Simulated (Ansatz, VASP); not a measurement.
# Ge: VASP beside Ansatz

File INCAR:

```
SYSTEM = Ge
PREC = Accurate
ENCUT = 520
EDIFF = 1E-6
ISMEAR = -1
SIGMA = 0.1
LREAL = .False.
LASPH = .True.
NELM = 100
ALGO = Normal
ISIF = 2
LWAVE = .False.
LCHARG = .False.
GGA = RP
NBANDS = 13
```

KPOINTS

```
regular mesh
0
Gamma
  13 13 13
  0 0 0
```

POSCAR

```
Ge
1.0
    2.8419079069      0.0000000000      0.0000000000
    0.0000000000      2.8419079069      0.0000000000
    0.0000000000      0.0000000000      2.8419079069
Ge
1
Direct
    0.0000000000      0.0000000000      0.0000000000
```

Input for Ansatz:

```yaml
crystal:
  lattice:
    - [2.8419079069, 0.0, 0.0]
    - [0.0, 2.8419079069, 0.0]
    - [0.0, 0.0, 2.8419079069]
  atoms:
    - { symbol: Ge, position: [0.0, 0.0, 0.0] }
hamiltonian:
  xc: rpbe
  pseudopotentials:
    kind: paw
    azcp:
      Ge: "pseudopotentials/Ge.paw.azcp"
basis:
  ecutwfc: 420
  fft_grid_basis: typed
kpoints:
  mp_grid: { grid: [13, 13, 13], shift: [0, 0, 0] }
magnetization:
  spin_polarized: false
scf:
  occupations: { method: fermi_dirac, width: 0.1 }
  lower_state_search: "off"
output:
  stress: true
  write_density: true
  write_potential: true
  elf: true
  volumetric_format: npy
```

Alike in both runs: task single point; functional RPBE; k mesh 13 × 13 × 13; occupations fermi-dirac, width 0.1 eV; no spin polarisation.

|  | VASP | Ansatz |
| --- | --- | --- |
| version | VASP 6.6.1 | Ansatz 0.2.0 |
| potentials or method | VASP PAW PBE potentials, release 64 (Ge_d) | plane waves (420 eV) with PAW, scalar-relativistic |
| plane-wave cutoff (eV) | 520 | 420 |
| valence electrons in the cell | 14 | 14 |

VASP gave:

```
pressure (GPa) : -5.7
```

Question: What did Ansatz give for the same quantities?

Answer: Pressure (GPa): -5.5.

Caveats: the PAW data sets were made with another functional, which shifts forces and pressure a little (VASP).
